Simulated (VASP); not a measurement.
**MgSe: single point with r2SCAN**

Crystal: MgSe.

```xyz
2
Lattice="0.0000 2.7363 2.7363 2.6607 0.0000 2.7363 2.6607 2.7363 0.0000" Properties=species:S:1:pos:R:3 pbc="T T T"
Mg    0.0000    0.0000    0.0000
Se    2.6607    2.7363    2.7363
```

The cell was built by a generator and needn't be a form met in nature.

The cell isn't the ideal one: uniaxial_x strain -2.8%.

```yaml
Program: VASP 6.6.1
Task: single point
Functional: r2SCAN
Potentials_or_basis: VASP PAW PBE potentials, release 64 (Mg, Se)
Cutoff: 520 eV
k_mesh: 8 × 8 × 8
Occupations: gaussian, width 0.01 eV
Spin: no spin polarisation
Dipole_correction: no
Further_INCAR_settings: ALGO = Normal; EDIFF = 1e-06; NBANDS = 11
```

```
Pressure               : 1.8 GPa
Band gap on the k mesh : 2.36 eV, indirect (least direct gap 3.57 eV)
```

Stress tensor (GPa, compression positive):
```
3.72 0.00 0.00
0.00 0.79 0.00
0.00 0.00 0.79
```

Levels at points of the mesh, in eV from the valence-band top:
| k point | band 1 | band 2 | band 3 | band 4 | band 5 | band 6 | band 7 | band 8 |
| --- | --- | --- | --- | --- | --- | --- | --- | --- |
| (0.00, 0.00, 0.00) | -13.53 | -0.15 | 0.00 | 0.00 | 3.57 | 7.88 | 7.88 | 8.16 |
| (0.50, 0.00, 0.00) | -12.33 | -5.12 | -0.72 | -0.64 | 4.49 | 6.54 | 6.86 | 9.76 |
| (0.50, 0.50, 0.00) | -12.01 | -4.47 | -2.00 | -1.73 | 2.50 | 4.47 | 12.88 | 13.03 |
| (0.00, 0.50, 0.50) | -11.92 | -4.45 | -2.00 | -2.00 | 2.36 | 4.36 | 13.15 | 13.30 |

It took 100 s on 1 thread of Intel(R) Xeon(R) Platinum 8488C (Sapphire Rapids) (shared host), peak memory 0.19 GiB.

Caveat: the PAW data sets were made with another functional, which shifts forces and pressure a little. A k mesh can miss the band edges.
